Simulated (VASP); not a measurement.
The system is Ge.

```
Ge
1.0
     0.00000    2.82891    2.82891
     2.82891    0.00000    2.82891
     2.82891    2.82891    0.00000
Ge
2
Direct
  0.75000 0.75000 0.75000
  0.50000 0.50000 0.50000
```

Base run:

```yaml
Program: VASP 6.6.1
Functional: PBEsol
Potentials_or_basis: VASP PAW PBE potentials, release 64 (Ge_d)
Cutoff: 520 eV
k_mesh: 8 × 8 × 8
Occupations: fermi-dirac, width 0.05 eV
Spin: no spin polarisation
```

Its results: pressure 0.5 GPa.

Task: The run is repeated on the same cell with these changes: functional from PBEsol to LDA; potentials or basis from VASP PAW PBE potentials, release 64 (Ge_d) to VASP PAW LDA potentials, release 64 (Ge_d). What comes out?

Result: Pressure -1.1 GPa.

Caveats: the PAW data sets were made with another functional, which shifts forces and pressure a little (some runs).

Not every run made on this cell is shown here.
